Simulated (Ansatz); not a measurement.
GeO2:
```
CELL_PARAMETERS angstrom
      4.98968     0.00000     0.00000
     -2.49484     4.32119     0.00000
      0.00000     0.00000     5.69160
ATOMIC_POSITIONS crystal
  Ge 0.45112 0.00000 0.33333
  Ge 0.00000 0.45112 0.66667
  Ge 0.54888 0.54888 0.00000
  O  0.39415 0.30479 0.24570
  O  0.69521 0.08936 0.57903
  O  0.91064 0.60585 0.91237
  O  0.30479 0.39415 0.75430
  O  0.08936 0.69521 0.42097
  O  0.60585 0.91064 0.08763
```

x, y and z are the axes in which the lattice vectors are written.

**Question.** Give the high-frequency dielectric tensor and the Born effective charge tensors of the independent atoms from DFPT, PBEsol (plane waves, PAW; program Ansatz).

**Answer.** 
ε∞:
```
3.17  0.00  0.00
0.00  3.17  0.00
0.00  0.00  3.29
```
Z* of atom 1 (Ge), rows: field, columns: displacement, in e:
```
 3.04   0.00   0.00
 0.00   3.69   0.76
 0.00  -0.56   3.60
```
Z* of atom 4 (O), rows: field, columns: displacement, in e:
```
-1.30   0.54  -0.34
 0.45  -2.07   0.74
-0.20   0.80  -1.80
```

Space group P3_121. The cell was relaxed with PBEsol under the symmetry of its start. Spin–orbit coupling is left out wherever it is not named.

Potentials: the later of the program's two PAW sets.
